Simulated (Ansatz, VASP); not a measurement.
## HfO2: VASP beside Ansatz

```xyz
3
Lattice="0.0000 2.4936 2.6214 2.4936 0.0000 2.6214 2.4936 2.4936 0.0000" Properties=species:S:1:pos:R:3 pbc="T T T"
Hf    0.0000    0.0000    0.0000
O     1.2468    1.2468    1.3107
O     3.7403    3.7403    3.9322
```

Change from the starting cell: strain -0.025 along x and y, +0.025 along z, atoms carried along.

Alike in both runs: task single point; functional PBEsol; k mesh 8 × 8 × 8; occupations gaussian, width 0.05 eV; no spin polarisation.

```csv
,VASP,Ansatz
version,VASP 6.6.1,Ansatz 0.2.0
potentials or method,"VASP PAW PBE potentials, release 64 (Hf_pv, O)","scalar-relativistic, plane waves, PAW"
plane-wave cutoff (eV),520,420
valence electrons in the cell,22,38
```

|  | VASP | Ansatz | Ansatz less VASP |
| --- | --- | --- | --- |
| gap on the k mesh at the Fermi level (eV) | 3.17 | 3.17 | -0.003 |
| least direct gap on the mesh (eV) | 3.36 | 3.35 | -0.012 |
| pressure (GPa) | -7.6 | -4.0 | +3.56 |
| largest component of the traceless stress (GPa) | 15.71 | 15.41 | -0.294 |

The two sets of potentials don't hold the same shells in valence.

Caveats: the PAW data sets were made with another functional, which shifts forces and pressure a little (VASP); spin-orbit coupling is left out, which moves the levels of the heavy elements. A k mesh can miss the band edges.
